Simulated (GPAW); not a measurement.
V:

```
V
1.0
    -1.51435    1.51435    1.51435
     1.51435   -1.51435    1.51435
     1.51435    1.51435   -1.51435
V
1
Cartesian
  0.0000 0.0000 0.0000
```

Base run:

* Program: GPAW 26.7.0
* Functional: PBE
* Potentials or basis: GPAW PAW data sets (gpaw-data 1.2.1)
* Cutoff: 600 eV
* Basis: pw
* k mesh: 12 × 12 × 12
* Occupations: gaussian, width 0.011 eV
* Spin: collinear spin, ferromagnetic start
* Starting moments: [2.0] μB

Its results: pressure -4.2 GPa; net moment 0.10 μB per cell.

Task: The run is repeated on the same cell with these changes: occupations from gaussian, width 0.011 eV to fermi-dirac, width 0.05 eV. What comes out?

Result: Pressure -4.3 GPa; net moment 0.00 μB per cell.
